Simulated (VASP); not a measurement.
# Bi (Im-3m) in VASP: notebook

Runs on Bi. Level: PBEsol. Tasks: single point, relaxation of cell and atoms.

All numbers are computed with VASP 6.6.1; they aren't measurements. Logs are shortened: lines on timing, memory, paths and dates and some standing lists are left out, and cuts for length are marked.

## (1) The crystal as given

Symmetry: Im-3m, No. 229, cubic system. The conventional cell has a = 3.754 Å, b = 3.754 Å, c = 3.754 Å, α = 90.00°, β = 90.00°, γ = 90.00°. Around Bi (site symmetry m-3m) lie 8 Bi at 3.25 Å.

This isn't the form of Bi at room conditions, which is rhombohedral.

## (2) Single point, PBEsol

Contents of INCAR:

```
SYSTEM = Bi
ALGO = Fast
EDIFF = 1E-6
ENCUT = 520
GGA = PS
ISIF = 2
ISMEAR = 0
LASPH = .TRUE.
LCHARG = .FALSE.
LREAL = .FALSE.
LWAVE = .FALSE.
NBANDS = 14
NELM = 100
PREC = Accurate
SIGMA = 0.1
```

Contents of KPOINTS:

```
k-points
0
G
  16 16 16
  0 0 0
```

Contents of POSCAR:

```
Bi
1.0
   -1.8772153862      1.8772153862      1.8772153862
    1.8772153862     -1.8772153862      1.8772153862
    1.8772153862      1.8772153862     -1.8772153862
Bi
1
Direct
    0.0000000000      0.0000000000      0.0000000000
```

Potentials or basis: VASP PAW PBE potentials, release 64 (Bi_d).

Run with:

```console
$ cat potpaw_PBE.64/Bi_d/POTCAR > POTCAR
$ mpirun -np 1 vasp_std > vasp.out
```

OUTCAR:

```text
SYSTEM = Bi
   EDIFF = 1E-6
   ENCUT = 520
   GGA = PS
   ISIF = 2
   ISMEAR = 0
   LASPH = .TRUE.
   LREAL = .FALSE.
   NELM = 100
   PREC = Accurate

 ion  position               nearest neighbor table
   1  0.000  0.000  0.000-

  LATTYP: Found a body centered cubic cell.
 ALAT       =     3.7544307724

  Lattice vectors:

 A1 = (  -1.8772153862,   1.8772153862,   1.8772153862)
 A2 = (   1.8772153862,  -1.8772153862,   1.8772153862)
 A3 = (   1.8772153862,   1.8772153862,  -1.8772153862)

Analysis of symmetry for initial positions (statically):
=====================================================================
 Subroutine PRICEL returns:
 Original cell was already a primitive cell.

 Routine SETGRP: Setting up the symmetry group for a
 body centered cubic supercell.

 Subroutine GETGRP returns: Found 48 space group operations
 (whereof 48 operations were pure point group operations)
 out of a pool of 48 trial point group operations.

The static configuration has the point symmetry O_h .

Analysis of symmetry for dynamics (positions and initial velocities):
=====================================================================
 Subroutine PRICEL returns:
 Original cell was already a primitive cell.

 Routine SETGRP: Setting up the symmetry group for a
 body centered cubic supercell.

 Subroutine GETGRP returns: Found 48 space group operations
 (whereof 48 operations were pure point group operations)
 out of a pool of 48 trial point group operations.

The dynamic configuration has the point symmetry O_h .

 Subroutine INISYM returns: Found 48 space group operations
 (whereof 48 operations are pure point group operations),
 and found     1 'primitive' translations

----------------------------------------------------------------------------------------

                                     Primitive cell

  volume of cell :      26.4608

  direct lattice vectors                    reciprocal lattice vectors
    -1.877215386  1.877215386  1.877215386     0.000000000  0.266351961  0.266351961
     1.877215386 -1.877215386  1.877215386     0.266351961  0.000000000  0.266351961
     1.877215386  1.877215386 -1.877215386     0.266351961  0.266351961  0.000000000

  length of vectors
     3.251432426  3.251432426  3.251432426     0.376678556  0.376678556  0.376678556

  position of ions in fractional coordinates (direct lattice)
     0.000000000  0.000000000  0.000000000

  ion indices of the primitive-cell ions
   primitive index   ion index
                 1           1

----------------------------------------------------------------------------------------

 KPOINTS: k-points

Automatic generation of k-mesh.
 Grid dimensions read from file:
 generate k-points for:   16   16   16

 Generating k-lattice:

  Cartesian coordinates                     Fractional coordinates (reciprocal lattice)
     0.000000000  0.016646998  0.016646998     0.062500000  0.000000000  0.000000000
     0.016646998  0.000000000  0.016646998     0.000000000  0.062500000  0.000000000
     0.016646998  0.016646998  0.000000000     0.000000000  0.000000000  0.062500000

  Length of vectors
     0.023542410  0.023542410  0.023542410

  Shift w.r.t. Gamma in fractional coordinates (k-lattice)
     0.000000000  0.000000000  0.000000000

 Subroutine IBZKPT returns following result:
 ===========================================

 Found    145 irreducible k-points:

 Following reciprocal coordinates:
            Coordinates               Weight
  0.000000  0.000000  0.000000      1.000000
  0.062500  0.000000  0.000000     12.000000
  0.125000  0.000000  0.000000     12.000000
  0.187500  0.000000  0.000000     12.000000
  0.250000  0.000000  0.000000     12.000000
  0.312500  0.000000  0.000000     12.000000
[... 16 lines left out ...]
  0.187500  0.187500  0.000000     24.000000
  0.250000  0.187500  0.000000     48.000000
 [... further k-points ...]
   k-points           NKPTS =    145   k-points in BZ     NKDIM =    145   number of bands    NBANDS=     14
   number of dos      NEDOS =    301   number of ions     NIONS =      1
   total plane-waves  NPLWV =  13824
   dimension x,y,z NGX =    24 NGY =   24 NGZ =   24
   dimension x,y,z NGXF=    48 NGYF=   48 NGZF=   48
   ions per type =               1
   NGX,Y,Z   is equivalent  to a cutoff of  12.27, 12.27, 12.27 a.u.
   NGXF,Y,Z  is equivalent  to a cutoff of  24.54, 24.54, 24.54 a.u.
 SYSTEM =  Bi
   PREC   = accura    normal or accurate (medium, high low for compatibility)
   ISTART =      0    job   : 0-new  1-cont  2-samecut
   ICHARG =      2    charge: 1-file 2-atom 10-const
   ISPIN  =      1    spin polarized calculation?
   LNONCOLLINEAR =      F non collinear calculations
   LSORBIT =      F    spin-orbit coupling
   LASPH  =      T    aspherical Exc in radial PAW
   ENCUT  =  520.0 eV  38.22 Ry    6.18 a.u.   6.05  6.05  6.05*2*pi/ulx,y,z
   NELM   =    100;   NELMIN=  2; NELMDL= -5     # of ELM steps
   EDIFF  = 0.1E-05   stopping-criterion for ELM
[... 8 lines left out ...]
   TEBEG  =    0.0;   TEEND  =   0.0 temperature during run
   PSTRESS=    0.0 pullay stress
   NELECT =      15.0000    total number of electrons
   NUPDOWN=      -1.0000    fix difference up-down
   EMIN   =  10.00;   EMAX   =-10.00  energy-range for DOS
   EFERMI =   0.00;   METHOD = LEGACY
   ISMEAR =     0;   SIGMA  =   0.10  broadening in eV -4-tet -1-fermi 0-gaus
   EFERMI_NEDOS =   21; number of points for ismear=-14 and -15
   IALGO  =     68    algorithm
   IMIX   =      4    mixing-type and parameters
     AMIX     =   0.40;   BMIX     =  1.00
     AMIX_MAG =   1.60;   BMIX_MAG =  1.00
  volume/ion in A,a.u.               =      26.46       178.57
  Fermi-wavevector in a.u.,A,eV,Ry     =   1.354891  2.560373 24.976632  1.835731
  Thomas-Fermi vector in A             =   2.482025
   LORBIT       =      0    0 simple, 1 ext, 2 COOP (PROOUT), +10 PAW based schemes
   GGA     = PS    functional components
   LHFCALC =     F    Hartree Fock is set to
   AEXX    =    0.0000 exact exchange contribution
   IVDW    =     0    specifies the selected vdW correction
   LEPSILON=     F    determine dielectric tensor
   LRPA    =     F    only Hartree local field effects (RPA)
 non-spin polarized calculation
 RMM-DIIS sequential band-by-band and
 Gauss-broadening in eV      SIGMA  =   0.10
  energy-cutoff  :      520.00
  volume of cell :       26.46
 maximum number of plane-waves:       733
   NGX = 13   NGY = 13   NGZ = 13

 number of electron      14.9999992 magnetization

 Free energy of the ion-electron system (eV)
  ---------------------------------------------------
  ext. energy  EPLUGINS =         0.00000000
  ---------------------------------------------------
  free energy    TOTEN  =        -4.12223050 eV

  energy without entropy =       -4.11957368  energy(sigma->0) =       -4.12090209

 E-fermi :   9.8896     XC(G=0): -11.2363

 val. band max:        9.8887988883   @ k =   0.3125   0.1250   0.0625
 cond. band min:       9.9330543350   @ k =   0.3125   0.1875   0.1250
 fundamental gap:      0.0442554467
 Fermi energy:         9.8895894933

 k-point     1 :       0.0000    0.0000    0.0000
  band No.  band energies     occupation
      1     -13.1945      2.00000
      2     -13.1945      2.00000
      3     -13.1945      2.00000
      4     -12.9756      2.00000
      5     -12.9756      2.00000
      6      -4.8636      2.00000
      7      16.3234      0.00000
      8      16.3234      0.00000
      9      16.3234      0.00000
     10      20.3955      0.00000
     11      20.3955      0.00000
     12      20.3955      0.00000
     13      21.3509      0.00000
     14      22.7512      0.00000

 k-point     2 :       0.0625    0.0000    0.0000
  band No.  band energies     occupation
      1     -13.1973      2.00000
      2     -13.1904      2.00000
      3     -13.1814      2.00000
      4     -12.9788      2.00000
      5     -12.9760      2.00000
      6      -4.7773      2.00000
      7      15.3997      0.00000
      8      16.0216      0.00000
      9      16.2160      0.00000
     10      19.7836      0.00000
     11      20.1437      0.00000
     12      20.3033      0.00000
     13      21.9157      0.00000
     14      23.1337      0.00000

 k-point     3 :       0.1250    0.0000    0.0000
  band No.  band energies     occupation
      1     -13.2052      2.00000
      2     -13.1796      2.00000
      3     -13.1439      2.00000
      4     -12.9874      2.00000
      5     -12.9772      2.00000
      6      -4.5187      2.00000
      7      13.4926      0.00000
      8      15.2930      0.00000
      9      15.9023      0.00000
     10      18.8944      0.00000
     11      19.6480      0.00000
     12      20.2464      0.00000
     13      22.5760      0.00000
     14      24.0422      0.00000
[... 324 lines left out ...]
 k-point    23 :       0.1875    0.1875    0.0000
  band No.  band energies     occupation
      1     -13.2173      2.00000
      2     -13.1488      2.00000
      3     -13.0140      2.00000
      4     -12.9932      2.00000
      5     -12.9538      2.00000
      6      -2.6046      2.00000
      7       7.8948      2.00000
      8      10.7020      0.00000
      9      13.6843      0.00000
     10      18.8396      0.00000
     11      19.4451      0.00000
     12      22.2197      0.00000
     13      23.8192      0.00000
     14      25.3127      0.00000

 k-point    24 :       0.2500    0.1875    0.0000
  band No.  band energies     occupation
      1     -13.2220      2.00000
      2     -13.1353      2.00000
      3     -13.0100      2.00000
      4     -12.9976      2.00000
      5     -12.9203      2.00000
      6      -1.8548      2.00000
      7       6.6094      2.00000
      8       9.6774      1.99730
      9      13.2641      0.00000
     10      18.6819      0.00000
     11      19.9520      0.00000
     12      22.4661      0.00000
     13      24.8780      0.00000
     14      25.0168      0.00000

 [... further k-points ...]

------------------------ aborting loop because EDIFF is reached ----------------------------------------

  FORCE on cell =-STRESS in cart. coord.  units (eV):
  Direction    XX          YY          ZZ          XY          YZ          ZX
  --------------------------------------------------------------------------------------
  -------------------------------------------------------------------------------------
  Total        1.6618659      1.6618659      1.6618659     -0.0000000      0.0000000     -0.0000000
  in kB      100.6246217    100.6246217    100.6246217     -0.0000000      0.0000000     -0.0000000
  external PRESSURE =     100.6246217 kB  Pullay stress =       0.0000000 kB

 VOLUME and BASIS-vectors are now :
 -----------------------------------------------------------------------------
  energy-cutoff  :      520.00
  volume of cell :       26.46
      direct lattice vectors                 reciprocal lattice vectors
    -1.877215386  1.877215386  1.877215386     0.000000000  0.266351961  0.266351961
     1.877215386 -1.877215386  1.877215386     0.266351961  0.000000000  0.266351961
     1.877215386  1.877215386 -1.877215386     0.266351961  0.266351961  0.000000000

 POSITION                                       TOTAL-FORCE (eV/Angst)
 -----------------------------------------------------------------------------------
      0.00000      0.00000      0.00000        -0.000000     -0.000000     -0.000000
 -----------------------------------------------------------------------------------
    total drift:                                0.000000      0.000000      0.000000

  FREE ENERGIE OF THE ION-ELECTRON SYSTEM (eV)
  ---------------------------------------------------
  free  energy   TOTEN  =        -4.1222304982 eV

  energy  without entropy=       -4.1195736800  energy(sigma->0) =       -4.12090209
```

Run time: 32 s. Hardware: 1 thread of Intel Xeon Platinum 8259CL at 2.50GHz (Skylake/Cascade Lake), shared host; peak memory 0.17 GiB.

What came out:

| Item | Value |
| --- | --- |
| Free energy | -4.1222 eV |
| Pressure | 10.1 GPa |
| Band gap on the k mesh | none (metal or under the smearing width) |

Caveat: the PAW data sets were made with another functional, which shifts forces and pressure a little; spin-orbit coupling is left out, which moves the levels of the heavy elements.

## (3) Relaxation of cell and atoms, PBEsol, target pressure 10.1 GPa, at which the enthalpy is minimised

This run uses another cell than the first one, of 31.12 Å³/atom, 1.176 times its volume.

Contents of INCAR:

```
SYSTEM = Bi
PREC = Accurate ; ENCUT = 600
EDIFF = 1E-6 ; ISMEAR = 0
SIGMA = 0.1 ; LREAL = .False.
LASPH = .True. ; NELM = 100
ALGO = Normal ; ISIF = 3
LWAVE = .False. ; LCHARG = .False.
GGA = PS ; IBRION = 2
NSW = 100 ; EDIFFG = -0.002
PSTRESS = 101.0
```

Contents of KPOINTS:

```
regular mesh
0
Gamma
  16 16 16
  0 0 0
```

Contents of POSCAR:

```
Bi
1.0
   -1.9814305318      1.9814305318      1.9814305318
    1.9814305318     -1.9814305318      1.9814305318
    1.9814305318      1.9814305318     -1.9814305318
Bi
1
Direct
    0.0000000000      0.0000000000      0.0000000000
```

Potentials or basis: VASP PAW PBE potentials, release 64 (Bi_d).

Run with:

```console
$ cat potpaw_PBE.64/Bi_d/POTCAR > POTCAR
$ mpirun -np 1 vasp_std > vasp.out
```

It took 3.7 min on 1 thread of Intel Xeon Platinum 8259CL at 2.50GHz (Skylake/Cascade Lake), shared host; peak memory 0.21 GiB.

The run converged. Its results:

```yaml
Free_energy: -4.1234 eV
Relaxed_volume: 26.47 Å³/atom
Relaxed_cell: a = 3.252 Å, b = 3.252 Å, c = 3.252 Å, α = 109.47°, β = 109.47°, γ = 109.47°
Space_group_after_relaxing_to_0.05_Å: Im-3m (No. 229)
Energy_change_on_relaxing_the_enthalpy_is_what_falls: +89.2 meV/atom
Ionic_steps: 7
Pressure_after_relaxing: 10.1 GPa
Band_gap_on_the_k_mesh: none (metal or under the smearing width)
```

The path:
| step | energy change (eV) | largest force (eV/Å) | pressure (GPa) | volume (Å³) |
| --- | --- | --- | --- | --- |
| 1 | 0.0000 | 0.0000 | -2.02 | 31.12 |
| 2 | 0.7922 | 0.0000 | 41.74 | 21.68 |
| 3 | 0.0766 | 0.0000 | 9.26 | 26.68 |
| 4 | 0.0867 | 0.0000 | 9.94 | 26.51 |
| 5 | 0.0922 | 0.0000 | 10.29 | 26.42 |
| 6 | 0.0855 | 0.0000 | 9.82 | 26.53 |
| 7 | 0.0892 | 0.0000 | 10.11 | 26.47 |

Final structure:
```cif
data_structure
_symmetry_space_group_name_H-M 'P 1'
_symmetry_Int_Tables_number 1
_cell_length_a 3.2518
_cell_length_b 3.2518
_cell_length_c 3.2518
_cell_angle_alpha 109.471
_cell_angle_beta 109.471
_cell_angle_gamma 109.471
_cell_volume 26.47
loop_
_atom_site_label
_atom_site_type_symbol
_atom_site_fract_x
_atom_site_fract_y
_atom_site_fract_z
_atom_site_occupancy
Bi1 Bi 0.00000 0.00000 0.00000 1
```

Levels at points of the mesh, in eV from the Fermi level:
| k point | band 6 | band 7 | band 8 | band 9 | band 10 | band 11 |
| --- | --- | --- | --- | --- | --- | --- |
| (0.00, 0.00, 0.00) | -14.75 | 6.43 | 6.43 | 6.43 | 10.51 | 10.51 |
| (0.50, 0.00, 0.00) | -10.69 | -6.07 | 1.94 | 3.91 | 6.65 | 8.07 |
| (0.50, 0.50, 0.50) | -7.76 | -2.16 | -2.16 | -2.16 | 3.42 | 3.42 |

Caveat: the cell is relaxed towards a set pressure, so the enthalpy falls and the energy may rise; the PAW data sets were made with another functional, which shifts forces and pressure a little; spin-orbit coupling is left out, which moves the levels of the heavy elements.
